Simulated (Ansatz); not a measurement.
# 5-layer 2H-MoS2 (2H stacking) in a perpendicular field

Wanted: the out-of-plane response of the 5-layer 2H-MoS2 (2H stacking). A positive field points along +c.

Method: plane-wave DFT, PBE-D3(BJ), Ansatz PAW, in Ansatz 0.2.0.

Most raw output is cut from this account.

**1. The structure**

The cell holds 15 atoms: 10 S and 5 Mo. Its edges and angles: a = 3.180 Å, b = 3.180 Å, c = 87.613 Å, α = 90.0°, β = 90.0°, γ = 120.0°. Regions: layer 1: 2H-MoS2, 3 atoms (2 S and 1 Mo); layer 2: 2H-MoS2, 3 atoms (2 S and 1 Mo); layer 3: 2H-MoS2, 3 atoms (2 S and 1 Mo); layer 4: 2H-MoS2, 3 atoms (2 S and 1 Mo); layer 5: 2H-MoS2, 3 atoms (2 S and 1 Mo). Vacuum lies along c.

As a file:

```cif
data_structure
_symmetry_space_group_name_H-M 'P 1'
_symmetry_Int_Tables_number 1
_cell_length_a 3.1800
_cell_length_b 3.1800
_cell_length_c 87.6130
_cell_angle_alpha 90.000
_cell_angle_beta 90.000
_cell_angle_gamma 120.000
_cell_volume 767.28
loop_
_atom_site_label
_atom_site_type_symbol
_atom_site_fract_x
_atom_site_fract_y
_atom_site_fract_z
_atom_site_occupancy
S1 S 0.33333 0.66667 0.33842 1
Mo2 Mo 0.00000 0.00000 0.35704 1
S3 S 0.33333 0.66667 0.37566 1
S4 S 0.00000 0.00000 0.40990 1
Mo5 Mo 0.33333 0.66667 0.42852 1
S6 S 0.00000 0.00000 0.44714 1
S7 S 0.33333 0.66667 0.48138 1
Mo8 Mo 0.00000 0.00000 0.50000 1
S9 S 0.33333 0.66667 0.51862 1
S10 S 0.00000 0.00000 0.55286 1
Mo11 Mo 0.33333 0.66667 0.57148 1
S12 S 0.00000 0.00000 0.59010 1
S13 S 0.33333 0.66667 0.62434 1
Mo14 Mo 0.00000 0.00000 0.64296 1
S15 S 0.33333 0.66667 0.66158 1
```

**2. Relaxing the slab**

The starting cell is a guess, so the in-plane lattice and the atoms are relaxed first, with the slab cut off from its images along the normal.

Input file input.yaml:

```yaml
crystal:
  lattice:
    - [3.18, 0.0, 0.0]
    - [-1.59, 2.753960784, 0.0]
    - [0.0, 0.0, 87.6129886932]
  atoms:
    - { symbol: S, position: [0.3333333333, 0.6666666667, 0.3384201411] }
    - { symbol: Mo, position: [0.0, 0.0, 0.3570395136] }
    - { symbol: S, position: [0.3333333333, 0.6666666667, 0.3756588861] }
    - { symbol: S, position: [0.0, 0.0, 0.4099003843] }
    - { symbol: Mo, position: [0.3333333333, 0.6666666667, 0.4285197568] }
    - { symbol: S, position: [0.0, 0.0, 0.4471391293] }
    - { symbol: S, position: [0.3333333333, 0.6666666667, 0.4813806275] }
    - { symbol: Mo, position: [0.0, 0.0, 0.5] }
    - { symbol: S, position: [0.3333333333, 0.6666666667, 0.5186193725] }
    - { symbol: S, position: [0.0, 0.0, 0.5528608707] }
    - { symbol: Mo, position: [0.3333333333, 0.6666666667, 0.5714802432] }
    - { symbol: S, position: [0.0, 0.0, 0.5900996157] }
    - { symbol: S, position: [0.3333333333, 0.6666666667, 0.6243411139] }
    - { symbol: Mo, position: [0.0, 0.0, 0.6429604864] }
    - { symbol: S, position: [0.3333333333, 0.6666666667, 0.6615798589] }
  periodic: [true, true, false]
kpoints:
  mp_grid: { grid: [12, 12, 1] }
hamiltonian:
  xc: pbe
  dispersion: d3bj
scf:
  occupations: { method: fermi_dirac, width: 0.05 }
  convergence: { dr2_threshold: 1.0e-09 }
relax:
  f_tol: 0.004
  max_steps: 90
  cell: {}
output:
  write_potential: true
  write_density: true
  volumetric_format: npy
```

Started as:

```bash
> ansatz run input.yaml --threads 4 --pin off --max-ram 8192MiB --backend cpu --events-out ev --progress --plain --runs-dir out
```

Run time: 6.9 min. Hardware: 4 threads of Arm Neoverse V1, shared host; peak memory 2 GiB; 27 min of CPU time.

Relaxation path:

| step | energy less that of the first step (eV) | largest force component (eV/Å) | volume (Å³) |
| --- | --- | --- | --- |
| 1 | 0.0000 | 1.2538 | 767.28 |
| 2 | -0.3448 | 0.8135 | 761.89 |
| 3 | -0.5263 | 0.1137 | 747.90 |
| 4 | -0.5304 | 0.1168 | 752.08 |
| 5 | -0.5453 | 0.0222 | 752.77 |
| 6 | -0.5469 | 0.0063 | 753.09 |
| 7 | -0.5470 | 0.0018 | 753.03 |
| 8* | -0.5465 | 0.0019 | 753.03 |

Relaxation steps marked * repeat the geometry before them on a plane-wave basis chosen anew for their cell, so energy and pressure can jump there.

The run keeps the 12 symmetry operations that it works with, so distortions that break them were not tested.

| cell as run | before | after | change |
| --- | --- | --- | --- |
| a (Å) | 3.180 | 3.150 | -0.9 % |
| b (Å) | 3.180 | 3.150 | -0.9 % |

The atoms that moved most (Å, along periodic axes as changes of fractional coordinates times the final cell, across vacuum about the mean position):

| atom | dx | dy | dz | length |
| --- | --- | --- | --- | --- |
| S1 | 0.000 | 0.000 | 0.489 | 0.489 |
| S15 | 0.000 | 0.000 | -0.489 | 0.489 |
| Mo2 | 0.000 | 0.000 | 0.426 | 0.426 |
| Mo14 | 0.000 | 0.000 | -0.426 | 0.426 |
| S3 | 0.000 | 0.000 | 0.361 | 0.361 |
| S13 | 0.000 | 0.000 | -0.361 | 0.361 |
| S4 | 0.000 | 0.000 | 0.283 | 0.283 |
| S12 | 0.000 | 0.000 | -0.283 | 0.283 |

The lattice constant a goes from 3.180 to 3.150 Å.

**3. Single point, field 0, start network**

A sawtooth potential applies the field, turning back in the middle of the vacuum. With the dipole correction the typed value is the field outside the slab. The induced dipole is small, so the SCF threshold is tight.

The cell differs from the one that the last finished run ended in (c 87.613 → 45.334 Å).

Input file input.yaml:

```yaml
crystal:
  lattice:
    - [3.1503371816, 0.0, 0.0]
    - [-1.5751685908, 2.7282720298, 0.0]
    - [0.0, 0.0, 45.3340367095]
  atoms:
    - { symbol: S, position: [0.3333333333, 0.6666666667, 0.1985263315] }
    - { symbol: Mo, position: [0.0, 0.0, 0.2331128692] }
    - { symbol: S, position: [0.3333333333, 0.6666666667, 0.2676640342] }
    - { symbol: S, position: [0.0, 0.0, 0.3321062702] }
    - { symbol: Mo, position: [0.3333333333, 0.6666666667, 0.3666407078] }
    - { symbol: S, position: [0.0, 0.0, 0.401173893] }
    - { symbol: S, position: [0.3333333333, 0.6666666667, 0.4654672335] }
    - { symbol: Mo, position: [0.0, 0.0, 0.5] }
    - { symbol: S, position: [0.3333333333, 0.6666666667, 0.5345327665] }
    - { symbol: S, position: [0.0, 0.0, 0.598826107] }
    - { symbol: Mo, position: [0.3333333333, 0.6666666667, 0.6333592922] }
    - { symbol: S, position: [0.0, 0.0, 0.6678937298] }
    - { symbol: S, position: [0.3333333333, 0.6666666667, 0.7323359658] }
    - { symbol: Mo, position: [0.0, 0.0, 0.7668871308] }
    - { symbol: S, position: [0.3333333333, 0.6666666667, 0.8014736685] }
kpoints:
  mp_grid: { grid: [18, 18, 1] }
  band_path:
    path: [[0, 0, 0], [0.5, 0, 0], [0.33333333, 0.33333333, 0], [0, 0, 0]]
    npoints: 16
hamiltonian:
  xc: pbe
  dispersion: d3bj
scf:
  occupations: { method: fermi_dirac, width: 0.02585 }
  convergence: { dr2_threshold: 1.0e-10 }
efield:
  axis: 3
  dipole_correction: true
  ramp_position: 0.97
  ramp_width: 0.06
  amplitude: 0
output:
  dos: { projected: true, e_range: [-6, 5] }
  write_potential: true
  write_density: true
  volumetric_format: npy
  elf: true
```

Run time: 86 s. Hardware: 4 threads; peak memory 1.8 GiB.

Numbers from this step:

```yaml
dipole_along_the_normal: -5.09e-7 e·Å
gap_along_the_path: 0.8736 eV
smallest_direct_gap_along_the_path: 1.710 eV
ionisation_energy_upper_face: 5.235 eV
electron_affinity_upper_face: 4.361 eV
gap_the_smaller_of_path_and_mesh: 0.8736 eV
```

Running mean over a fixed 2.7 Å (it still follows the layers) of the planar mean; the ramp of the sawtooth is left out. Electron's electrostatic potential energy less the Fermi level against z:

| z (Å) | electron's electrostatic potential energy less the Fermi level (eV) |
| --- | --- |
| 4 | 4.82 |
| 5 | 4.82 |
| 6 | 4.79 |
| 7 | 4.02 |
| 8 | -0.493 |
| 9 | -6.17 |
| 10 | -12.0 |
| 11 | -12.0 |
| 12 | -7.36 |
| 13 | -1.83 |
| 14 | -1.42 |
| 15 | -5.80 |
| 16 | -12.0 |
| 17 | -12.0 |
| 18 | -7.82 |
| 19 | -1.99 |
| 20 | -1.38 |
| 21 | -5.45 |
| 22 | -12.0 |
| 23 | -12.0 |
| 24 | -8.21 |
| 25 | -2.13 |
| 26 | -1.33 |
| 27 | -5.12 |
| 28 | -11.9 |
| 29 | -12.0 |
| 30 | -8.60 |
| 31 | -2.25 |
| 32 | -1.23 |
| 33 | -4.72 |
| 34 | -11.8 |
| 35 | -12.0 |
| 36 | -9.01 |
| 37 | -2.07 |
| 38 | 2.83 |
| 39 | 4.73 |
| 40 | 4.82 |
| 41 | 4.82 |

The density of states has structure finer than the step of the table below, so its rows give means over 0.2 eV, whole bins alone (the curve runs from -6 to 1.55 eV). Peaks (eV: height): -5.01: 23.2, -4.92: 19.3, -4.73: 19.1, -4.29: 28.0, -3.02: 23.0, -1.89: 26.8, 1.25: 31.9.

Density of states against energy, zero at the Fermi level of the run, which the smearing sets inside the gap; means over each step:

| energy (eV) | density of states (states/eV a cell) |
| --- | --- |
| -5.8 | 6.42 |
| -5.6 | 4.59 |
| -5.4 | 7.19 |
| -5.2 | 11.7 |
| -5.0 | 16.9 |
| -4.8 | 14.2 |
| -4.6 | 10.9 |
| -4.4 | 12.8 |
| -4.2 | 21.8 |
| -4.0 | 11.8 |
| -3.8 | 8.29 |
| -3.6 | 8.65 |
| -3.4 | 8.95 |
| -3.2 | 13.9 |
| -3.0 | 20.5 |
| -2.8 | 14.8 |
| -2.6 | 11.7 |
| -2.4 | 12.8 |
| -2.2 | 8.28 |
| -2.0 | 11.7 |
| -1.8 | 17.5 |
| -1.6 | 12.4 |
| -1.4 | 7.21 |
| -1.2 | 3.83 |
| -1.0 | 1.24 |
| -0.8 | 0.830 |
| -0.6 | 0.456 |
| -0.4 | 0.0799 |
| -0.2 | 0 |
| 0.0 | 0 |
| 0.2 | 0 |
| 0.4 | 0.184 |
| 0.6 | 2.41 |
| 0.8 | 8.06 |
| 1.0 | 12.0 |
| 1.2 | 21.1 |
| 1.4 | 18.5 |

Projected DOS per atom over height of the atomic layer and energy from the Fermi level. Layers: S Mo S S Mo S S Mo S S Mo S S Mo S from below.

Ten even steps from '_' (0.00 states/eV) to '@' (2.81 states/eV), each cell a mean:
```
--@@::::@@::::@@::::@@::::@@--
..##....**....**....**....##..
__..____::____::____::____..__
______________________________
______________________________
______________________________
______________________________
______________________________
__--____--____--____--____--__
::**..::**....**....**::..**::
::--::..--....--....--..::--::
--..----..----..----..----..--
--::----::----::----::----::--
==--======================--==
..::....::....::....::....::..
..::....::....::....::....::..
--====--==----==----==--====--
::::::::::::::::::::::::::::::
==--------------------------==
--::----::----::----::----::--
..............................
..............................
```
Columns: height of the atomic layer (Å) from 9 to 36.3 (not evenly spaced); rows upwards: energy from the Fermi level (eV) from -5.96 to 1.51.

The electronic bands at the labelled points (eV, zero at the Fermi level of the run, which the smearing sets inside the gap):

| point | band 62 | band 63 | band 64 | band 65 | band 66 | band 67 | band 68 | band 69 |
| --- | --- | --- | --- | --- | --- | --- | --- | --- |
| Γ | -1.05 | -0.74 | -0.53 | -0.41 | 1.70 | 1.70 | 1.71 | 1.71 |
| halfway | -1.87 | -1.83 | -1.82 | -1.82 | 0.82 | 0.94 | 1.13 | 1.18 |
| M | -1.81 | -1.77 | -1.73 | -1.72 | 1.23 | 1.24 | 1.26 | 1.27 |
| halfway | -1.47 | -1.41 | -1.36 | -1.33 | 1.07 | 1.10 | 1.14 | 1.17 |
| K | -1.17 | -1.12 | -1.07 | -1.03 | 0.68 | 0.68 | 0.68 | 0.69 |
| halfway | -1.92 | -1.91 | -1.90 | -1.90 | 0.47 | 0.61 | 0.80 | 1.00 |
| Γ | -1.05 | -0.74 | -0.53 | -0.41 | 1.70 | 1.70 | 1.71 | 1.71 |

Valence density in the ca plane at fractional y = 0.667, with atoms of S and Mo within 0.2 Å of it. It is the smooth field of the valence electrons, not physical close to the nuclei.

Ten steps, logarithmic in the rise over the least value, from '0' (0.0 e/Å³) to '9' (6.4 e/Å³), each cell a mean:
```
00000000000000000112333455433221112444433334
00000000000000000012333455433221112444433334
00000000000000000134444444444432112344445544
00000000000000001345665433456653211233468875
00000000000000002466465433565564211123589996
00000000000000002465455433564564211123589996
00000000000000001356665433566654211233478875
00000000000000000234544444445432112344445544
```
Columns run along c (16.0 Å, from fractional 0.04 to 0.39 of the cell), rows up along a (3.2 Å). Atoms in or near the plane, at fractional coordinates: S at (0.20, 0.33), S at (0.27, 0.33), Mo at (0.37, 0.33).

Electrostatic potential energy in the ca plane at fractional y = 0.667, with atoms of S and Mo within 0.2 Å of it. With pseudopotentials it is smooth inside the atoms' cores, unlike the true potential.

Ten even steps from '0' (-39 eV) to '9' (11 eV), each cell a mean:
```
99999999999999999999988655789999999877888888
99999999999999999999988645789999999877888888
99999999999999999998788767887889999988876678
99999999999999999973247888752368999998730026
99999999999999999841215888622227999998500004
99999999999999999841214888612227999998500004
99999999999999999962136888742258999998720016
99999999999999999997778777887789999988875568
```
Columns run along c (16.0 Å, from fractional 0.04 to 0.39 of the cell; values clipped at the 3rd and 97th percentile), rows up along a (3.2 Å). Atoms in or near the plane, at fractional coordinates: S at (0.20, 0.33), S at (0.27, 0.33), Mo at (0.37, 0.33).

ELF in the ca plane at fractional y = 0.667, with atoms of S and Mo within 0.2 Å of it. It is the smooth field of the valence electrons, not physical close to the nuclei.

Ten even steps from '0' (0.00) to '9' (0.93), each cell a mean:
```
00000000000000000112331243123320026787642236
00000000000000000012221243122210026888742236
00000000000000013567774222367764014677522224
00000000000000247998887412688898301244246752
00000000000001368996157523762399610012376674
00000000000001369995147523761399610012376574
00000000000000257998787413687899401233247752
00000000000000013678875222478875103566423323
```
Columns run along c (16.0 Å, from fractional 0.04 to 0.39 of the cell), rows up along a (3.2 Å). Atoms in or near the plane, at fractional coordinates: S at (0.20, 0.33), S at (0.27, 0.33), Mo at (0.37, 0.33).

The gap is 0.87 eV, with the valence edge 5.23 eV and the conduction edge 4.36 eV under the upper vacuum level.

**4. Atoms held, field 0.1 V/Å**

Changes to input.yaml since step 3:

```diff
@@ -37,5 +37,4 @@
   ramp_width: 0.06
-  amplitude: 0
+  amplitude: 0.1
 output:
-  dos: { projected: true, e_range: [-6, 5] }
   write_potential: true
@@ -43,2 +42 @@
   volumetric_format: npy
-  elf: true
```

Wall time 88 s (4 threads); peak memory 1.8 GiB; 5.8 min of CPU time.

The dipole is 0.123 e·Å, and the gap 0.782 eV.

**5. Single point, field -0.1 V/Å**

Changes to input.yaml since step 4:

```diff
@@ -37,3 +37,3 @@
   ramp_width: 0.06
-  amplitude: 0.1
+  amplitude: -0.1
 output:
```

Run time: 88 s. Hardware: 4 threads; peak memory 1.8 GiB; 5.8 min of CPU time.

The dipole is -0.123 e·Å, and the gap 0.782 eV.

**6. Single point, field 0.2 V/Å**

Changes to input.yaml since step 5:

```diff
@@ -37,3 +37,3 @@
   ramp_width: 0.06
-  amplitude: -0.1
+  amplitude: 0.2
 output:
```

Elapsed: 99 s, on 4 threads; peak memory 1.8 GiB; 6.5 min of CPU time.

The dipole is 0.246 e·Å, and the gap 0.583 eV.

**7. Single point, field 0.3 V/Å**

Changes to input.yaml since step 6:

```diff
@@ -37,3 +37,3 @@
   ramp_width: 0.06
-  amplitude: 0.2
+  amplitude: 0.3
 output:
```

Run time: 1.7 min. Hardware: 4 threads; peak memory 1.8 GiB; 6.7 min of CPU time.

The dipole is 0.370 e·Å, and the gap 0.341 eV.

**8. Response, atoms held**

This step: plane-wave DFT, PBE-D3(BJ), Ansatz PAW; response to a field along the normal, atoms held (Ansatz 0.2.0).

The dipoles give the slope, and the difference of two potentials shows where the field is screened.

Numbers from this step:

- equivalent conductor thickness p/(ε₀AE): 25.92 Å
- distance between the outer atoms: 27.33 Å

The dipole of the cell by applied field:

| applied field (V/Å) | dipole of the cell (e·Å) |
| --- | --- |
| -0.100 | -0.123 |
| 0.000 | -5.1e-7 |
| 0.100 | 0.123 |
| 0.200 | 0.246 |
| 0.300 | 0.370 |

The local field over applied field oscillates, so the rows of the table below give means over windows of 6.09 Å about each position, cut where the curve ends. Its maxima inside the range that stand out by 2 % of the span (Å: value): 13.6: 0.258, 19.7: 0.256, 25.6: 0.256, 31.7: 0.258. Its minima: 10.6: 0.0371, 16.6: 0.0346, 22.7: 0.0345, 28.8: 0.0346, 34.7: 0.0371.

Local field over the applied field, running mean. From the potentials at -0.1 and 0.1 V/Å; running mean over 2.8 Å. Table of local field over applied field by z; means over each step:

z (Å), local field over applied field and a bar from the least value:
```
     7.15      0.637 ##############################
    13.24      0.141 
    19.33      0.139 
    25.42      0.139 
    31.51      0.141 
    37.60      0.547 #########################
```

The induced electron density oscillates, so the rows of the table below give means over windows of 2.98 Å about each position, cut where the curve ends. Its maxima inside the range that stand out by 2 % of the span (Å: e/Å³ per V/Å): 8.1: 0.00364, 9.2: 0.00105, 11.2: 3.4e-4, 14.2: 0.00206, 17.3: 3.3e-4, 20.3: 0.00208, 23.4: 3.2e-4, 26.4: 0.00208, 29.3: 3.2e-4, 32.4: 0.00207, 35.4: 4.8e-4, 36.4: -9.0e-4. Its minima: 8.9: 9.0e-4, 9.9: -4.8e-4, 12.9: -0.00207, 16.0: -3.2e-4, 19.0: -0.00208, 22.0: -3.2e-4, 25.1: -0.00208, 28.1: -3.3e-4, 31.2: -0.00206, 34.1: -3.4e-4, 36.1: -0.00105, 37.4: -0.00358.

Electrons, planar mean, per unit field. The induced electron density by z; means over each step:

z (Å), induced electron density (e/Å³ per V/Å) and a bar from the least value:
```
     5.60    0.00020 ################
     8.58    0.00157 ##############################
    11.56   -0.00050 #########
    14.54    0.00052 ###################
    17.52   -0.00045 ##########
    20.50    0.00046 ###################
    23.48   -0.00040 ##########
    26.46    0.00041 ##################
    29.44   -0.00036 ###########
    32.42    0.00036 ##################
    35.40   -0.00039 ##########
    38.38   -0.00141
```

The smaller of the gaps on the path and on the k-mesh, counted as 0 under 0.03 eV. Gap against applied field:

| applied field (V/Å) | gap (eV) |
| --- | --- |
| -0.100 | 0.782 |
| 0.000 | 0.874 |
| 0.100 | 0.782 |
| 0.200 | 0.583 |
| 0.300 | 0.341 |

By hand: between -0.1 and 0.1 V/Å the dipole changes by 0.2462 e·Å, a slope of 1.231 e·Å²/V. A perfect conductor of thickness t has p = ε₀AEt, so t = 180.95 × 1.231 / 8.595 = 25.92 Å (e/ε₀ = 180.95 V·Å, A in Å²).

The induced dipole is that of a conductor 25.92 Å thick.

**9. Outcome**

```
gap without field                          : 0.874 eV
ionisation energy, upper face              : 5.23 eV
electron affinity, upper face              : 4.36 eV
equivalent conductor thickness, atoms held : 25.9 Å
```

**Reading.** The induced dipole equals that of a perfect conductor 25.92 Å thick, while the outer atoms lie 27.33 Å apart; an out-of-plane ε follows only once a thickness t is chosen, by 1 − 1/ε = 25.92 Å / t. The gap goes from 0.87 eV to 0.34 eV at 0.3 V/Å. With the field reversed the gap is 0.78 eV at -0.1 V/Å. Semilocal functionals give gaps that are too small, and excitons are not included. Spin-orbit coupling is left out, which matters for the bands of elements this heavy.

[Logs are printed without paths, hosts, clocks, repeated set-up lines and the standing remarks that a program may print on its own settings, such as how far it seeks lower states.]

[Hosts, paths, dates, database ids (printed as entryN), source tags and the programs' standing remarks are cut or masked in the printed files.]

[Maps of the electrostatic potential energy from Ansatz leave out the sawtooth potential of an applied field or a dipole correction, so their vacuum need not be flat; planar profiles and work functions include it.]

[The density of states shown here was stored with 400 of the rows of the run's finer table, so its peaks can read low, often by over a quarter, or be missed, and its means over a window can be off by a tenth or more.]
